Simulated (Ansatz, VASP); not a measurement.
# Cross-check of ZnSe (Stilleite) between VASP and Ansatz

Wanted: the spread between two codes on one cell, functional and k mesh. The cell is a member of a volume series, scaled by 1.015 from a relaxed one, so a pressure remains. Other levels of theory on this material are compared in a session of their own.

Method: plane waves, with VASP 6.6.1 beside it; single point at r2SCAN with rVV10 and single point at PBE with D3(BJ), in Ansatz 0.2.0.

**1. The structure**

It takes space group F-43m (No. 216, cubic). The conventional cell has a = 5.672 Å, b = 5.672 Å, c = 5.672 Å, α = 90.00°, β = 90.00°, γ = 90.00°. Nearest to Se lie 4 Zn at 2.46 Å. Zn has 4 Se at 2.46 Å nearest. Farther neighbours and most contacts between anions are not listed.

As a file:

```
Se Zn
1.0
     0.00000    2.83618    2.83618
     2.83618    0.00000    2.83618
     2.83618    2.83618    0.00000
Se Zn
1 1
Direct
  0.75000 0.75000 0.75000
  0.00000 0.00000 0.00000
```

**2. VASP: single point, r2SCAN with rVV10, volume scaled by 1.015**

With cell and atoms fixed, the geometry can't cause a difference; cores, projectors, grids and the points listed under the comparison can.

Lines of VASP's logs that name or quote its potential files are left out, and so is its time.

The input asks for a relaxation, which ended at its first step since no free force or stress exceeded the threshold; so it serves as a single point.

INCAR

```
SYSTEM = ZnSe
PREC = Accurate
ENCUT = 450
EDIFF = 1E-06
NELM = 100
ISMEAR = 0
SIGMA = 0.03
LREAL = .FALSE.
ALGO = Normal
METAGGA = R2SCAN
LUSE_VDW = .TRUE.
IVDW_NL = 2
BPARAM = 11.95
CPARAM = 0.0093
LASPH = .TRUE.
NBANDS = 15
LORBIT = 11
LWAVE = .FALSE.
LCHARG = .FALSE.
KPAR = 8
IBRION = 2
NSW = 30
ISIF = 4
EDIFFG = -0.01
```

POSCAR

```
ZnSe
1.0
    0.0000000000      2.8361787563      2.8361787563
    2.8361787563      0.0000000000      2.8361787563
    2.8361787563      2.8361787563      0.0000000000
Se Zn
1 1
Direct
    0.7500000000      0.7500000000      0.7500000000
    0.0000000000      0.0000000000      0.0000000000
```

KPOINTS

```
Automatic mesh
0
Gamma
6 6 6
0 0 0
```

PAW data sets: Se and Zn (PBE family, release 64).

Command:

```sh
mpirun -np 8 vasp_std
```

Numbers of over 12 decimals in the logs are rounded to 6 here.

Output:

```text
[banner, memory and clock lines left out]
running    8 mpi-ranks, on    1 nodes
 distrk:  each k-point on    1 cores,    8 groups
 distr:  one band on    1 cores,    1 groups

 POSCAR found type information on POSCAR SeZn
 POSCAR found :  2 types and       2 ions
|                                                                             |
|           W    W    AA    RRRRR   N    N  II  N    N   GGGG   !!!           |
|           W    W   A  A   R    R  NN   N  II  NN   N  G    G  !!!           |
|           W    W  A    A  R    R  N N  N  II  N N  N  G       !!!           |
|           W WW W  AAAAAA  RRRRR   N  N N  II  N  N N  G  GGG   !            |
|           WW  WW  A    A  R   R   N   NN  II  N   NN  G    G                |
|           W    W  A    A  R    R  N    N  II  N    N   GGGG   !!!           |
|                                                                             |
|     For optimal performance we recommend to set                             |
|       NCORE = 2 up to number-of-cores-per-socket                            |
|     NCORE specifies how many cores store one orbital (NPAR=cpu/NCORE).      |
|     This setting can greatly improve the performance of VASP for DFT.       |
|     The default, NCORE=1 might be grossly inefficient on modern             |
|     multi-core architectures or massively parallel machines. Do your        |
|     Unfortunately you need to use the default for GW and RPA                |
|     calculations (for HF NCORE is supported but not extensively tested      |
|     yet).                                                                   |
|                                                                             |

|                                                                             |
|               ----> ADVICE to this user running VASP <----                  |
|                                                                             |
|     You have switched on vdW-DFT.                                           |
|     This routine was written and supplied by Jiri Klimes. We recommend      |
|     that you carefully read and cite the following publications:            |
|       J. Klimes, D.R. Bowler, A. Michelides                                 |
|          J. Phys.: Cond Matt. 22 022201 (2010)                              |
|       J. Klimes, D.R. Bowler, A. Michelides                                 |
|          Phys. Rev. B. 83, 195131 (2011)                                    |
|     and references therein.                                                 |
|                                                                             |

|                                                                             |
|               ----> ADVICE to this user running VASP <----                  |
|                                                                             |
|     You enforced a specific xc type in the INCAR file but a different       |
|     [... a line on the potential file left out ...]
|     I HOPE YOU KNOW WHAT YOU ARE DOING!                                     |
|                                                                             |

 LDA part: xc-table for (None), standard interpolation
 POSCAR, INCAR and KPOINTS ok, starting setup
 FFT: planning ... GRIDC
 FFT: planning ... GRID_SOFT
 FFT: planning ... GRID
 WAVECAR not read
 entering main loop
       N       E                     dE             d eps       ncg     rms          rms(c)
Total rVV10 correction in eV:      0.5158033    20.0306589
Total rVV10 correction in eV:      0.5158033    20.0306589
Total rVV10 correction in eV:      0.5158033    20.0306589
Total rVV10 correction in eV:      0.5158033    20.0306589
Total rVV10 correction in eV:      0.5158033    20.0306589
Total rVV10 correction in eV:      0.5158033    20.0306589
Total rVV10 correction in eV:      0.5158033    20.0306589
Total rVV10 correction in eV:      0.5158033    20.0306589
DAV:   1     0.656004403489E+02    0.65600E+02   -0.83702E+03   480   0.127E+03
DAV:   2    -0.215873048005E+02   -0.87188E+02   -0.81667E+02   543   0.249E+02
DAV:   3    -0.271086520582E+02   -0.55213E+01   -0.55036E+01   592   0.644E+01
DAV:   4    -0.271523939610E+02   -0.43742E-01   -0.43738E-01   571   0.638E+00
DAV:   5    -0.271525830186E+02   -0.18906E-03   -0.18906E-03   634   0.368E-01    0.498E+00
Total rVV10 correction in eV:      0.5208987    20.0306603
Total rVV10 correction in eV:      0.5208987    20.0306603
Total rVV10 correction in eV:      0.5208987    20.0306603
Total rVV10 correction in eV:      0.5208987    20.0306603
Total rVV10 correction in eV:      0.5208987    20.0306603
Total rVV10 correction in eV:      0.5208987    20.0306603
Total rVV10 correction in eV:      0.5208987    20.0306603
Total rVV10 correction in eV:      0.5208987    20.0306603
DAV:   6    -0.243826960998E+02    0.27699E+01   -0.14310E+00   550   0.346E+01    0.469E+00
Total rVV10 correction in eV:      0.5268873    20.0306603
Total rVV10 correction in eV:      0.5268873    20.0306603
Total rVV10 correction in eV:      0.5268873    20.0306603
Total rVV10 correction in eV:      0.5268873    20.0306603
Total rVV10 correction in eV:      0.5268873    20.0306603
Total rVV10 correction in eV:      0.5268873    20.0306603
Total rVV10 correction in eV:      0.5268873    20.0306603
Total rVV10 correction in eV:      0.5268873    20.0306603
DAV:   7    -0.243528057540E+02    0.29890E-01   -0.30000E-01   571   0.910E+00    0.224E+00
Total rVV10 correction in eV:      0.5319054    20.0306603
Total rVV10 correction in eV:      0.5319054    20.0306603
Total rVV10 correction in eV:      0.5319054    20.0306603
Total rVV10 correction in eV:      0.5319054    20.0306603
Total rVV10 correction in eV:      0.5319054    20.0306603
Total rVV10 correction in eV:      0.5319054    20.0306603
Total rVV10 correction in eV:      0.5319054    20.0306603
Total rVV10 correction in eV:      0.5319054    20.0306603
DAV:   8    -0.243666287417E+02   -0.13823E-01   -0.35737E-02   557   0.186E+00    0.520E-01
Total rVV10 correction in eV:      0.5331164    20.0306603
Total rVV10 correction in eV:      0.5331164    20.0306603
Total rVV10 correction in eV:      0.5331164    20.0306603
Total rVV10 correction in eV:      0.5331164    20.0306603
Total rVV10 correction in eV:      0.5331164    20.0306603
Total rVV10 correction in eV:      0.5331164    20.0306603
Total rVV10 correction in eV:      0.5331164    20.0306603
Total rVV10 correction in eV:      0.5331164    20.0306603
DAV:   9    -0.243682965630E+02   -0.16678E-02   -0.43302E-03   613   0.157E+00    0.870E-02
Total rVV10 correction in eV:      0.5331814    20.0306603
Total rVV10 correction in eV:      0.5331814    20.0306603
Total rVV10 correction in eV:      0.5331814    20.0306603
Total rVV10 correction in eV:      0.5331814    20.0306603
Total rVV10 correction in eV:      0.5331814    20.0306603
Total rVV10 correction in eV:      0.5331814    20.0306603
Total rVV10 correction in eV:      0.5331814    20.0306603
Total rVV10 correction in eV:      0.5331814    20.0306603
DAV:  10    -0.243684014994E+02   -0.10494E-03   -0.94771E-04   551   0.406E-01    0.548E-02
Total rVV10 correction in eV:      0.5335849    20.0306603
Total rVV10 correction in eV:      0.5335849    20.0306603
Total rVV10 correction in eV:      0.5335849    20.0306603
Total rVV10 correction in eV:      0.5335849    20.0306603
Total rVV10 correction in eV:      0.5335849    20.0306603
Total rVV10 correction in eV:      0.5335849    20.0306603
Total rVV10 correction in eV:      0.5335849    20.0306603
Total rVV10 correction in eV:      0.5335849    20.0306603
DAV:  11    -0.243683700608E+02    0.31439E-04   -0.36911E-04   634   0.437E-01    0.421E-02
Total rVV10 correction in eV:      0.5335732    20.0306603
Total rVV10 correction in eV:      0.5335732    20.0306603
Total rVV10 correction in eV:      0.5335732    20.0306603
Total rVV10 correction in eV:      0.5335732    20.0306603
Total rVV10 correction in eV:      0.5335732    20.0306603
Total rVV10 correction in eV:      0.5335732    20.0306603
Total rVV10 correction in eV:      0.5335732    20.0306603
Total rVV10 correction in eV:      0.5335732    20.0306603
DAV:  12    -0.243683575197E+02    0.12541E-04   -0.10163E-04   592   0.250E-01    0.827E-03
Total rVV10 correction in eV:      0.5335313    20.0306603
Total rVV10 correction in eV:      0.5335313    20.0306603
Total rVV10 correction in eV:      0.5335313    20.0306603
Total rVV10 correction in eV:      0.5335313    20.0306603
Total rVV10 correction in eV:      0.5335313    20.0306603
Total rVV10 correction in eV:      0.5335313    20.0306603
Total rVV10 correction in eV:      0.5335313    20.0306603
Total rVV10 correction in eV:      0.5335313    20.0306603
DAV:  13    -0.243683648193E+02   -0.72996E-05   -0.12049E-05   620   0.695E-02    0.445E-03
Total rVV10 correction in eV:      0.5335367    20.0306603
Total rVV10 correction in eV:      0.5335367    20.0306603
Total rVV10 correction in eV:      0.5335367    20.0306603
Total rVV10 correction in eV:      0.5335367    20.0306603
Total rVV10 correction in eV:      0.5335367    20.0306603
Total rVV10 correction in eV:      0.5335367    20.0306603
Total rVV10 correction in eV:      0.5335367    20.0306603
Total rVV10 correction in eV:      0.5335367    20.0306603
DAV:  14    -0.243683636667E+02    0.11526E-05   -0.26295E-06   424   0.290E-02    0.828E-04
Total rVV10 correction in eV:      0.5335391    20.0306603
Total rVV10 correction in eV:      0.5335391    20.0306603
Total rVV10 correction in eV:      0.5335391    20.0306603
Total rVV10 correction in eV:      0.5335391    20.0306603
Total rVV10 correction in eV:      0.5335391    20.0306603
Total rVV10 correction in eV:      0.5335391    20.0306603
Total rVV10 correction in eV:      0.5335391    20.0306603
Total rVV10 correction in eV:      0.5335391    20.0306603
DAV:  15    -0.243683646743E+02   -0.10076E-05   -0.14054E-07   254   0.722E-03    0.375E-04
Total rVV10 correction in eV:      0.5335411    20.0306603
Total rVV10 correction in eV:      0.5335411    20.0306603
Total rVV10 correction in eV:      0.5335411    20.0306603
Total rVV10 correction in eV:      0.5335411    20.0306603
Total rVV10 correction in eV:      0.5335411    20.0306603
Total rVV10 correction in eV:      0.5335411    20.0306603
Total rVV10 correction in eV:      0.5335411    20.0306603
Total rVV10 correction in eV:      0.5335411    20.0306603
DAV:  16    -0.243683644151E+02    0.25920E-06   -0.73606E-08   240   0.495E-03
Total rVV10 correction in eV:      0.5335385    20.0306603
Total rVV10 correction in eV:      0.5335385    20.0306603
Total rVV10 correction in eV:      0.5335385    20.0306603
Total rVV10 correction in eV:      0.5335385    20.0306603
Total rVV10 correction in eV:      0.5335385    20.0306603
Total rVV10 correction in eV:      0.5335385    20.0306603
Total rVV10 correction in eV:      0.5335385    20.0306603
Total rVV10 correction in eV:      0.5335385    20.0306603
Total rVV10 correction in eV:      0.5335402    20.0306603
Total rVV10 correction in eV:      0.5335402    20.0306603
Total rVV10 correction in eV:      0.5335402    20.0306603
Total rVV10 correction in eV:      0.5335402    20.0306603
Total rVV10 correction in eV:      0.5335402    20.0306603
Total rVV10 correction in eV:      0.5335402    20.0306603
Total rVV10 correction in eV:      0.5335402    20.0306603
Total rVV10 correction in eV:      0.5335402    20.0306603
   1 F= -.24368364E+02 E0= -.24368364E+02  d E =-.243684E+02
 curvature:   0.00 expect dE= 0.000E+00 dE for cont linesearch  0.000E+00
 trial: gam= 0.00000 g(F)=  0.135E-44 g(S)=  0.457E-33 ort = 0.000E+00 (trialstep = 0.100E+01)
 search vector abs. value=  0.100E-09
 reached required accuracy - stopping structural energy minimisation
```

OUTCAR, selected parts (step 2):

```text
ion  position               nearest neighbor table
   1  0.750  0.750  0.750-   2 2.46   2 2.46   2 2.46   2 2.46
   2  0.000  0.000  0.000-   1 2.46   1 2.46   1 2.46   1 2.46

  LATTYP: Found a face centered cubic cell.
 ALAT       =     5.6723575126

 Subroutine GETGRP returns: Found 24 space group operations
 (whereof 24 operations were pure point group operations)

The static configuration has the point symmetry T_d .

 Found     16 irreducible k-points:

   k-points           NKPTS =     16   k-points in BZ     NKDIM =     16   number of bands    NBANDS=     15

   dimension x,y,z NGX =    28 NGY =   28 NGZ =   28
   dimension x,y,z NGXF=    56 NGYF=   56 NGZF=   56

   ENCUT  =  450.0 eV  33.07 Ry    5.75 a.u.   6.94  6.94  6.94*2*pi/ulx,y,z

   NELECT =      18.0000    total number of electrons

 k-points in reciprocal lattice and weights: Automatic mesh
   0.00000000  0.00000000  0.00000000       0.005
   0.16666667  0.00000000  0.00000000       0.037
   0.33333333  0.00000000  0.00000000       0.037
   0.50000000  0.00000000  0.00000000       0.019
   0.16666667  0.16666667  0.00000000       0.028
   0.33333333  0.16666667  0.00000000       0.111
   0.50000000  0.16666667  0.00000000       0.111
  -0.33333333  0.16666667  0.00000000       0.111
  -0.16666667  0.16666667  0.00000000       0.056
[...]
-0.33333333  0.33333333  0.16666667       0.111
  -0.33333333  0.50000000  0.16666667       0.056

 average (electrostatic) potential at core
       1 -60.4539       2 -42.6704

 E-fermi :   1.4076

 k-point     1 :       0.0000    0.0000    0.0000
  band No.  band energies     occupation
    ...
      5      -5.0030      2.00000
      6      -5.0030      2.00000
      7       1.2716      2.00000
      8       1.2716      2.00000
      9       1.2716      2.00000
     10       3.0804      0.00000
     11       7.5636      0.00000
     12       7.5638      0.00000
     13       7.5638      0.00000
     14      11.7543      0.00000
    ...

 k-point     2 :       0.1667    0.0000    0.0000
  band No.  band energies     occupation
    ...
      5      -5.0047      2.00000
      6      -5.0047      2.00000
      7      -0.5912      2.00000
      8       1.0168      2.00000
      9       1.0169      2.00000
     10       4.2994      0.00000
     11       7.6006      0.00000
     12       7.9752      0.00000
     13       7.9754      0.00000
     14      12.2386      0.00000
    ...

 k-point     3 :       0.3333    0.0000    0.0000
  band No.  band energies     occupation
    ...
      5      -4.9969      2.00000
      6      -4.9968      2.00000
      7      -2.8197      2.00000
      8       0.5818      2.00000
      9       0.5818      2.00000
     10       4.4288      0.00000
     11       8.2211      0.00000
     12       8.2213      0.00000
     13       9.3103      0.00000
     14      12.1964      0.00000
    ...

  Total       -0.2890043     -0.2890043     -0.2890043      0.0000000     -0.0000000      0.0000000
  in kB      -10.1480842    -10.1480842    -10.1480842      0.0000000     -0.0000000      0.0000000
  external PRESSURE =     -10.1480842 kB  Pullay stress =       0.0000000 kB

  energy-cutoff  :      450.00
  volume of cell :       45.63
      direct lattice vectors                 reciprocal lattice vectors
     0.000000000  2.836178756  2.836178756    -0.176293542  0.176293542  0.176293542
     2.836178756  0.000000000  2.836178756     0.176293542 -0.176293542  0.176293542
     2.836178756  2.836178756  0.000000000     0.176293542  0.176293542 -0.176293542

 POSITION                                       TOTAL-FORCE (eV/Angst)
 -----------------------------------------------------------------------------------
      4.25427      4.25427      4.25427        -0.000000     -0.000000     -0.000000
      0.00000      0.00000      0.00000         0.000000      0.000000      0.000000
 -----------------------------------------------------------------------------------
    total drift:                               -0.000005     -0.000005     -0.000005

  FREE ENERGIE OF THE ION-ELECTRON SYSTEM (eV)
  ---------------------------------------------------
  free  energy   TOTEN  =       -24.3683644151 eV

  energy  without entropy=      -24.3683644151  energy(sigma->0) =      -24.36836442

 reached required accuracy - stopping structural energy minimisation

 total charge
# of ion       s       p       d       tot
------------------------------------------
    1        1.429   2.477   0.030   3.936
    2        0.509   0.441   9.802  10.753
--------------------------------------------------
tot          1.939   2.918   9.832  14.688

[... 3 further parts left out ...]
```

(Part 1 of 2 ends here.)

[Lines on the potential files, build, host, timing and source positions are cut from VASP's logs without a mark.]

[Logs are printed without paths, hosts, clocks, repeated set-up lines and the standing remarks that a program may print on its own settings, such as how far it seeks lower states.]

[Hosts, paths, dates, database ids (printed as entryN), source tags and the programs' standing remarks are cut or masked in the printed files.]
